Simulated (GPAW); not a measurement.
## GaAs: equation of state with PBEsol+D3

The system is GaAs.

```
CELL_PARAMETERS angstrom
3.99777 0.00000 0.00000
1.99888 3.46217 0.00000
1.99888 1.15406 3.26417
ATOMIC_POSITIONS crystal
As 0.75000 0.75000 0.75000
Ga 0.00000 0.00000 0.00000
```

```
Program             : GPAW 26.7.0
Task                : equation of state
Functional          : PBEsol
Dispersion          : D3
Potentials or basis : PAW data sets generated in the run's folder for this functional
Cutoff              : 600 eV
Basis               : pw
k mesh              : 8 × 8 × 8
Occupations         : fermi-dirac, width 0.05 eV
Spin                : no spin polarisation
Maxiter             : 150
Eos scales          : [0.94, 0.96, 0.98, 1.0, 1.02, 1.04, 1.06]
```

* Equilibrium volume: 22.60 Å³/atom
* Bulk modulus: 74 GPa
* Pressure derivative of the bulk modulus: 4.8

Energy against volume, from the lowest point:
```csv
volume (Å³/atom),energy (meV/atom)
21.234,21.47
21.686,9.23
22.138,2.26
22.590,0.00
23.041,1.95
23.493,7.64
23.945,16.63
```

Run time: 56 s on 1 thread of Arm Neoverse V2, with other jobs on the host, peak memory 0.2 GiB.
